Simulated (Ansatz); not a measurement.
GaN: zone-centre modes under pressure

GaN, F-43m, a = 4.498 Å. This isn't the usual stable structure of the compound. Ansatz: PBEsol, PAW, 420 eV, Γ-centred 10×10×10 mesh on 2 atoms, fixed occupations; no spin polarisation. Cell and atoms are relaxed at each pressure with the symmetry kept; optical modes at Γ by linear response, in cm⁻¹, the highest, without the LO field.

| P (GPa) | V (Å³/atom) | ω1 |
| --- | --- | --- |
| 0 | 11.376 | 536.8 |
| 5 | 11.094 | 557.4 |
| 11 | 10.798 | 580.2 |
| 22 | 10.345 | ? |

Question: Get the mode's Grüneisen parameter γ = −d ln ω/d ln V from the other rows and predict the missing frequency.

Answer: ln(V/V0) = 0.0000, -0.0251, -0.0521, -0.0950; a line through ln(ω/ω0) of the 3 known rows gives ω1: γ = 1.492, predicted 618.6, computed 617.6. The miss is 0.2 %, or 1 % of the shift under pressure, so a constant γ serves at that level.

Cost: 4 runs of about 2.9 core-minutes in all, on Intel Xeon Platinum 8488C (Sapphire Rapids) (shared hosts).